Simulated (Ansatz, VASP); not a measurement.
Tl: VASP beside Ansatz

```
Tl
1.0
     0.00000    2.44827    2.44827
     2.44827    0.00000    2.44827
     2.44827    2.44827    0.00000
Tl
1
Direct
  0.00000 0.00000 0.00000
```

Alike in both runs: functional PBE; dispersion D3(BJ); k mesh 14 × 14 × 14; occupations gaussian, width 0.1 eV; no spin polarisation.

Ansatz relaxed the structure, and its values are those at the end. VASP's run is a single point on that final structure, the one shown.

|  | VASP | Ansatz |
| --- | --- | --- |
| version | VASP 6.6.1 | Ansatz 0.2.0 |
| potentials or method | VASP PAW PBE potentials, release 64 (Tl_d) | scalar-relativistic, plane waves, PAW |
| plane-wave cutoff (eV) | 520 | 420 |
| valence electrons in the cell | 13 | 13 |

Ansatz gave:

```
gap on the k mesh at the Fermi level (eV) : none
pressure (GPa)                            : 0.0
```

**Question.** Estimate VASP's values.

**Answer.** gap on the k mesh at the Fermi level (eV): none; pressure (GPa): -0.1.

A gap of «none» marks a metal or a gap that the smearing closes.

Caveats: pairwise dispersion overbinds metals, which lowers pressure and volume. Spin-orbit coupling is left out, which matters for the levels of Tl.
